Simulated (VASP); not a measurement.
# InP (F-43m) in VASP: a series of runs

Runs on InP. Level: LDA. Tasks: relaxation of cell and atoms, single point.

Everything below comes from runs of VASP 6.6.1. Logs are shortened: lines on timing, memory, paths and dates and some standing lists are left out, and cuts for length are marked.

**The experiment to reproduce.**

From a printed reference work, data compilation, for a bulk crystal of InP at 1.6 K: band gap 1.4236 eV (direct).

How close the calculation comes is told below.

## (1) The cell of the first run

Symmetry: F-43m, No. 216, cubic system. The conventional cell has a = 5.861 Å, b = 5.861 Å, c = 5.861 Å, α = 90.00°, β = 90.00°, γ = 90.00°. Within 3.3 Å of In (site symmetry -43m) lie 4 P at 2.54 Å. Within 3.3 Å of P (site symmetry -43m) lie 4 In at 2.54 Å.

## (2) Relaxation of cell and atoms, LDA

The input, INCAR:

```
PREC = Accurate ; ENCUT = 600
EDIFF = 1E-6 ; ISMEAR = -1
SIGMA = 0.02 ; LREAL = False
LASPH = True ; NELM = 100
ALGO = Normal ; ISIF = 3
LWAVE = False ; LCHARG = False
GGA = CA ; IBRION = 2
NSW = 80 ; EDIFFG = -0.01
```

The input, KPOINTS:

```
Automatic mesh
0
Gamma
  8 8 8
```

The input, POSCAR:

```
InP
1.0
    0.0000000000      2.9305000000      2.9305000000
    2.9305000000      0.0000000000      2.9305000000
    2.9305000000      2.9305000000      0.0000000000
In P
1 1
Direct
    0.0000000000      0.0000000000      0.0000000000
    0.2500000000      0.2500000000      0.2500000000
```

Potentials or basis: VASP PAW LDA potentials, release 64 (In_d, P).

The run is started by

```
$ cat potpaw_LDA.64/In_d/POTCAR potpaw_LDA.64/P/POTCAR > POTCAR
$ mpirun -np 1 vasp_std > vasp.out
```

OUTCAR:

```text
PREC = Accurate
   ENCUT = 600
   EDIFF = 1E-6
   ISMEAR = -1
   LREAL = False
   LASPH = True
   NELM = 100
   ISIF = 3
   GGA = CA
   IBRION = 2
   NSW = 80
   EDIFFG = -0.01

 ion  position               nearest neighbor table
   1  0.000  0.000  0.000-   2 2.54   2 2.54   2 2.54   2 2.54
   2  0.250  0.250  0.250-   1 2.54   1 2.54   1 2.54   1 2.54

  LATTYP: Found a face centered cubic cell.
 ALAT       =     5.8610000000

  Lattice vectors:

 A1 = (   0.0000000000,   2.9305000000,   2.9305000000)
 A2 = (   2.9305000000,   0.0000000000,   2.9305000000)
 A3 = (   2.9305000000,   2.9305000000,   0.0000000000)

Analysis of symmetry for initial positions (statically):
=====================================================================
 Subroutine PRICEL returns:
 Original cell was already a primitive cell.

 Routine SETGRP: Setting up the symmetry group for a
 face centered cubic supercell.

 Subroutine GETGRP returns: Found 24 space group operations
 (whereof 24 operations were pure point group operations)
 out of a pool of 48 trial point group operations.

The static configuration has the point symmetry T_d .

Analysis of symmetry for dynamics (positions and initial velocities):
=====================================================================
 Subroutine PRICEL returns:
 Original cell was already a primitive cell.

 Routine SETGRP: Setting up the symmetry group for a
 face centered cubic supercell.

 Subroutine GETGRP returns: Found 24 space group operations
 (whereof 24 operations were pure point group operations)
 out of a pool of 48 trial point group operations.

The dynamic configuration has the point symmetry T_d .

 Subroutine INISYM returns: Found 24 space group operations
 (whereof 24 operations are pure point group operations),
 and found     1 'primitive' translations

----------------------------------------------------------------------------------------

                                     Primitive cell

  volume of cell :      50.3333

  direct lattice vectors                    reciprocal lattice vectors
     0.000000000  2.930500000  2.930500000    -0.170619348  0.170619348  0.170619348
     2.930500000  0.000000000  2.930500000     0.170619348 -0.170619348  0.170619348
     2.930500000  2.930500000  0.000000000     0.170619348  0.170619348 -0.170619348

  length of vectors
     4.144352845  4.144352845  4.144352845     0.295521380  0.295521380  0.295521380

  position of ions in fractional coordinates (direct lattice)
     0.000000000  0.000000000  0.000000000
     0.250000000  0.250000000  0.250000000

  ion indices of the primitive-cell ions
   primitive index   ion index
                 1           1
                 2           2

----------------------------------------------------------------------------------------

 KPOINTS: Automatic mesh

Automatic generation of k-mesh.
 Grid dimensions read from file:
 generate k-points for:    8    8    8

 Generating k-lattice:

  Cartesian coordinates                     Fractional coordinates (reciprocal lattice)
    -0.021327419  0.021327419  0.021327419     0.125000000  0.000000000  0.000000000
     0.021327419 -0.021327419  0.021327419     0.000000000  0.125000000  0.000000000
     0.021327419  0.021327419 -0.021327419     0.000000000  0.000000000  0.125000000

  Length of vectors
     0.036940172  0.036940172  0.036940172

  Shift w.r.t. Gamma in fractional coordinates (k-lattice)
     0.000000000  0.000000000  0.000000000

 Subroutine IBZKPT returns following result:
 ===========================================

 Found     29 irreducible k-points:

 Following reciprocal coordinates:
            Coordinates               Weight
  0.000000  0.000000  0.000000      1.000000
  0.125000  0.000000  0.000000      8.000000
  0.250000  0.000000  0.000000      8.000000
  0.375000  0.000000  0.000000      8.000000
  0.500000  0.000000  0.000000      4.000000
  0.125000  0.125000  0.000000      6.000000
[... 16 lines left out ...]
  0.500000  0.250000  0.125000     48.000000
 -0.375000  0.250000  0.125000     24.000000
 [... further k-points ...]
   k-points           NKPTS =     29   k-points in BZ     NKDIM =     29   number of bands    NBANDS=     13
   number of dos      NEDOS =    301   number of ions     NIONS =      2
   total plane-waves  NPLWV =  46656
   dimension x,y,z NGX =    36 NGY =   36 NGZ =   36
   dimension x,y,z NGXF=    72 NGYF=   72 NGZF=   72
   ions per type =               1   1
   NGX,Y,Z   is equivalent  to a cutoff of  14.44, 14.44, 14.44 a.u.
   NGXF,Y,Z  is equivalent  to a cutoff of  28.88, 28.88, 28.88 a.u.
 SYSTEM =  unknown system
   PREC   = accura    normal or accurate (medium, high low for compatibility)
   ISTART =      0    job   : 0-new  1-cont  2-samecut
   ICHARG =      2    charge: 1-file 2-atom 10-const
   ISPIN  =      1    spin polarized calculation?
   LNONCOLLINEAR =      F non collinear calculations
   LSORBIT =      F    spin-orbit coupling
   LASPH  =      T    aspherical Exc in radial PAW
   ENCUT  =  600.0 eV  44.10 Ry    6.64 a.u.   8.28  8.28  8.28*2*pi/ulx,y,z
   NELM   =    100;   NELMIN=  2; NELMDL= -5     # of ELM steps
   EDIFF  = 0.1E-05   stopping-criterion for ELM
   LREAL  =      F    real-space projection
   EDIFFG = -.1E-01   stopping-criterion for IOM
   NSW    =     80    number of steps for IOM
   IBRION =      2    ionic relax: 0-MD 1-quasi-New 2-CG
   NFREE  =      1    steps in history (QN), initial steepest desc. (CG)
   ISIF   =      3    stress and relaxation
   ISYM   =      2    0-nonsym 1-usesym 2-fastsym
   POTIM  = 0.5000    time-step for ionic-motion
   TEBEG  =    0.0;   TEEND  =   0.0 temperature during run
   PSTRESS=    0.0 pullay stress
   NELECT =      18.0000    total number of electrons
   NUPDOWN=      -1.0000    fix difference up-down
   EMIN   =  10.00;   EMAX   =-10.00  energy-range for DOS
   EFERMI =   0.00;   METHOD = LEGACY
   ISMEAR =    -1;   SIGMA  =   0.02  broadening in eV -4-tet -1-fermi 0-gaus
   EFERMI_NEDOS =   21; number of points for ismear=-14 and -15
   IALGO  =     38    algorithm
   IMIX   =      4    mixing-type and parameters
     AMIX     =   0.40;   BMIX     =  1.00
     AMIX_MAG =   1.60;   BMIX_MAG =  1.00
  volume/ion in A,a.u.               =      25.17       169.83
  Fermi-wavevector in a.u.,A,eV,Ry     =   1.162021  2.195901 18.371846  1.350293
  Thomas-Fermi vector in A             =   2.298587
   LORBIT       =      0    0 simple, 1 ext, 2 COOP (PROOUT), +10 PAW based schemes
   GGA     = CA    functional components
   LHFCALC =     F    Hartree Fock is set to
   AEXX    =    0.0000 exact exchange contribution
   IVDW    =     0    specifies the selected vdW correction
   LEPSILON=     F    determine dielectric tensor
   LRPA    =     F    only Hartree local field effects (RPA)
 conjugate gradient relaxation of ions
 non-spin polarized calculation
  energy-cutoff  :      600.00
  volume of cell :       50.33
 maximum number of plane-waves:      1700
 NGX is ok and might be reduce to    36
   NGX = 17   NGY = 17   NGZ = 17

--------------------------------------- Ionic step        1  -------------------------------------------

 number of electron      17.9999998 magnetization

 Free energy of the ion-electron system (eV)
  ---------------------------------------------------
  ext. energy  EPLUGINS =         0.00000000
  ---------------------------------------------------
  free energy    TOTEN  =        -9.66931266 eV

  energy without entropy =       -9.66931265  energy(sigma->0) =       -9.66931266

------------------------ aborting loop because EDIFF is reached ----------------------------------------

  FORCE on cell =-STRESS in cart. coord.  units (eV):
  Direction    XX          YY          ZZ          XY          YZ          ZX
  --------------------------------------------------------------------------------------
  -------------------------------------------------------------------------------------
  Total       -0.3649643     -0.3649643     -0.3649643      0.0000000      0.0000000      0.0000000
  in kB      -11.6173152    -11.6173152    -11.6173152      0.0000000      0.0000000      0.0000000
  external PRESSURE =     -11.6173152 kB  Pullay stress =       0.0000000 kB

 VOLUME and BASIS-vectors are now :
 -----------------------------------------------------------------------------
  energy-cutoff  :      600.00
  volume of cell :       50.33
      direct lattice vectors                 reciprocal lattice vectors
     0.000000000  2.930500000  2.930500000    -0.170619348  0.170619348  0.170619348
     2.930500000  0.000000000  2.930500000     0.170619348 -0.170619348  0.170619348
     2.930500000  2.930500000  0.000000000     0.170619348  0.170619348 -0.170619348
[... 37 lines left out ...]
 POSITION                                       TOTAL-FORCE (eV/Angst)
 -----------------------------------------------------------------------------------
     -0.00000      2.90470      2.90470        -0.000000     -0.000000     -0.000000
      1.45235      1.45235      1.45235         0.000000      0.000000      0.000000
 -----------------------------------------------------------------------------------
    total drift:                               -0.000000     -0.000000     -0.000000

  FREE ENERGIE OF THE ION-ELECTRON SYSTEM (eV)
  ---------------------------------------------------
  free  energy   TOTEN  =        -9.6712874735 eV

  energy  without entropy=       -9.6712874732  energy(sigma->0) =       -9.67128747

--------------------------------------- Ionic step        3  -------------------------------------------

 number of electron      18.0000001 magnetization

 Free energy of the ion-electron system (eV)
  ---------------------------------------------------
  ext. energy  EPLUGINS =         0.00000000
  ---------------------------------------------------
  free energy    TOTEN  =        -9.67235600 eV

  energy without entropy =       -9.67235600  energy(sigma->0) =       -9.67235600

 E-fermi :   5.5071     XC(G=0):  -9.6827

 val. band max:        5.1953577308   @ k =   0.0000   0.0000   0.0000
 cond. band min:       5.7960363009   @ k =   0.0000   0.0000   0.0000
 fundamental gap:      0.6006785701
 Fermi energy:         5.5071347511

 k-point     1 :       0.0000    0.0000    0.0000
  band No.  band energies     occupation
      1      -9.0290      2.00000
      2      -9.0290      2.00000
      3      -9.0290      2.00000
      4      -8.8655      2.00000
      5      -8.8655      2.00000
      6      -6.4661      2.00000
      7       5.1954      2.00000
      8       5.1954      2.00000
      9       5.1954      2.00000
     10       5.7960      0.00000
     11       9.1573      0.00000
     12       9.1573      0.00000
     13       9.1573      0.00000

 k-point     2 :       0.1250    0.0000    0.0000
  band No.  band energies     occupation
      1      -9.0494      2.00000
      2      -9.0210      2.00000
      3      -9.0210      2.00000
      4      -8.8655      2.00000
      5      -8.8655      2.00000
      6      -6.2814      2.00000
      7       3.5948      2.00000
      8       4.9984      2.00000
      9       4.9984      2.00000
     10       6.7599      0.00000
     11       9.3161      0.00000
[... 339 lines left out ...]
 k-point    24 :      -0.3750    0.2500    0.1250
  band No.  band energies     occupation
      1      -9.1696      2.00000
      2      -8.9775      2.00000
      3      -8.9555      2.00000
      4      -8.8721      2.00000
      5      -8.8517      2.00000
      6      -4.3232      2.00000
      7      -0.5259      2.00000
      8       2.3837      2.00000
      9       3.4864      2.00000
     10       8.2870      0.00000
     11       9.2278      0.00000
     12      11.0014      0.00000
     13      12.3335      0.00000

 [... further k-points ...]
[... 5 lines left out ...]
  --------------------------------------------------------------------------------------
  -------------------------------------------------------------------------------------
  Total        0.0042123      0.0042123      0.0042123      0.0000000      0.0000000      0.0000000
  in kB        0.1363392      0.1363392      0.1363392      0.0000000      0.0000000      0.0000000
  external PRESSURE =       0.1363392 kB  Pullay stress =       0.0000000 kB

 VOLUME and BASIS-vectors are now :
 -----------------------------------------------------------------------------
  energy-cutoff  :      600.00
  volume of cell :       49.50
      direct lattice vectors                 reciprocal lattice vectors
    -0.000000000  2.914254092  2.914254092    -0.171570489  0.171570489  0.171570489
     2.914254092  0.000000000  2.914254092     0.171570489 -0.171570489  0.171570489
     2.914254092  2.914254092  0.000000000     0.171570489  0.171570489 -0.171570489

 POSITION                                       TOTAL-FORCE (eV/Angst)
 -----------------------------------------------------------------------------------
      0.00000      0.00000      0.00000         0.000000      0.000000      0.000000
      1.45713      1.45713      1.45713        -0.000000     -0.000000     -0.000000
 -----------------------------------------------------------------------------------
    total drift:                               -0.000000     -0.000000     -0.000000

  FREE ENERGIE OF THE ION-ELECTRON SYSTEM (eV)
  ---------------------------------------------------
  free  energy   TOTEN  =        -9.6723560046 eV

  energy  without entropy=       -9.6723560033  energy(sigma->0) =       -9.67235600

 reached required accuracy - stopping structural energy minimisation
```

Run time: 52 s. Hardware: 1 thread of Intel Xeon Platinum 8175M at 2.50GHz (Skylake/Cascade Lake), shared host; peak memory 0.19 GiB.

What came out:

```yaml
Free_energy: -9.6724 eV
Relaxed_volume: 24.75 Å³/atom
Relaxed_cell: a = 4.121 Å, b = 4.121 Å, c = 4.121 Å, α = 60.00°, β = 60.00°, γ = 60.00°
Space_group_after_relaxing_to_0.05_Å: F-43m (No. 216)
Energy_gained_by_relaxing: 1.5 meV/atom
Ionic_steps: 3
Pressure_after_relaxing: 0.0 GPa
Band_gap_on_the_k_mesh: 0.60 eV, direct
```

The path:
```
step  energy change (eV)  largest force (eV/Å)  pressure (GPa)  volume (Å³)
   1              0.0000                0.0000           -1.16        50.33
   2             -0.0020                0.0000            0.73        49.02
   3             -0.0030                0.0000            0.01        49.50
```

Final structure:
```cif
data_structure
_symmetry_space_group_name_H-M 'P 1'
_symmetry_Int_Tables_number 1
_cell_length_a 4.1214
_cell_length_b 4.1214
_cell_length_c 4.1214
_cell_angle_alpha 60.000
_cell_angle_beta 60.000
_cell_angle_gamma 60.000
_cell_volume 49.50
loop_
_atom_site_label
_atom_site_type_symbol
_atom_site_fract_x
_atom_site_fract_y
_atom_site_fract_z
_atom_site_occupancy
In1 In 0.00000 0.00000 0.00000 1
P1 P 0.25000 0.25000 0.25000 1
```

Caveat: spin-orbit coupling is left out, which moves the levels of the heavy elements. A hybrid or GW would open this gap; LDA tends to underestimate it.

## (3) Single point, LDA

This run uses another cell than the first one, of 24.73 Å³/atom, 0.983 times its volume.

The input, INCAR:

```
ALGO = Normal ; EDIFF = 1E-6
ENCUT = 520 ; GGA = CA
ISIF = 2 ; ISMEAR = -1
LASPH = True ; LCHARG = False
LREAL = False ; LWAVE = False
NBANDS = 16 ; NELM = 80
PREC = Accurate ; SIGMA = 0.02
```

The input, KPOINTS:

```
k-points
0
Gamma
  8 8 8
```

The input, POSCAR:

```
InP
1.0
    0.0000000000      2.9133831406      2.9133831406
    2.9133831406      0.0000000000      2.9133831406
    2.9133831406      2.9133831406      0.0000000000
In P
1 1
Direct
    0.0000000000      0.0000000000      0.0000000000
    0.2500000000      0.2500000000      0.2500000000
```

Potentials or basis: VASP PAW LDA potentials, release 64 (In_d, P).

The run is started by

```
$ cat potpaw_LDA.64/In_d/POTCAR potpaw_LDA.64/P/POTCAR > POTCAR
$ mpirun -np 1 vasp_std > vasp.out
```

Run time: 13 s. Hardware: 1 thread of Intel Xeon 6975P-C (Granite Rapids), shared host; peak memory 0.15 GiB.

It converged, with:

* Free energy: -9.6721 eV
* Pressure: 0.0 GPa
* Band gap on the k mesh: 0.61 eV, direct

Levels at points of the mesh, in eV from the valence-band top:
```csv
k point,band 5,band 6,band 7,band 8,band 9,band 10,band 11,band 12,band 13,band 14
"(0.00, 0.00, 0.00)",-14.06,-11.67,0.00,0.00,0.00,0.61,3.96,3.96,3.96,8.37
"(0.50, 0.00, 0.00)",-14.05,-9.86,-5.92,-1.02,-1.02,1.37,4.70,4.70,6.93,9.32
"(0.50, 0.50, 0.00)",-14.02,-9.16,-5.94,-2.42,-2.42,1.57,2.12,9.10,9.55,9.55
```

Caveat: spin-orbit coupling is left out, which moves the levels of the heavy elements.

## (4) Against experiment

Step 3. Against the measured gap of InP, 1.4236 eV (direct; 1.6 K; a printed reference work, data compilation), the calculated 0.61 eV is off by -0.82 eV. Spin-orbit coupling on In is left out. The value is that of LDA, without temperature or zero-point motion. Semilocal functionals fall short of measured gaps as a rule.
